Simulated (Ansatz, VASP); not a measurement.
# Si in VASP and in Ansatz

```
CELL_PARAMETERS angstrom
2.52700 0.00000 0.00000
-1.26350 2.18845 0.00000
0.00000 0.00000 2.37300
ATOMIC_POSITIONS crystal
Si 0.00000 0.00000 0.00000
```

This isn't the form of Si at room conditions, which is diamond.

Alike in both runs: task single point; functional PBE; k mesh 5 × 5 × 5; occupations methfessel-paxton of order 1, width 0.1 eV; no spin polarisation.

|  | VASP | Ansatz |
| --- | --- | --- |
| version | VASP 6.6.1 | Ansatz 0.2.0 |
| potentials or method | VASP PAW PBE potentials, release 64 (Si) | plane waves, norm-conserving potentials |
| plane-wave cutoff (eV) | 520 | 490 |
| valence electrons in the cell | 4 | 4 |

|  | VASP | Ansatz | Ansatz less VASP |
| --- | --- | --- | --- |
| gap on the k mesh at the Fermi level (eV) | none | none | - |
| pressure (GPa) | 24.3 | 24.4 | +0.07 |
| largest component of the traceless stress (GPa) | 17.98 | 17.87 | -0.112 |

A gap of «none» marks a metal or a gap that the smearing closes. With one functional, cell and mesh, what is left measures potentials, basis and numerics.

Caveats: the k mesh is coarse (spacing up to 0.57 Å⁻¹), so the values aren't converged; so large a pressure means that the cell lies far from this level's equilibrium, or that cutoff or potentials fall short (VASP).
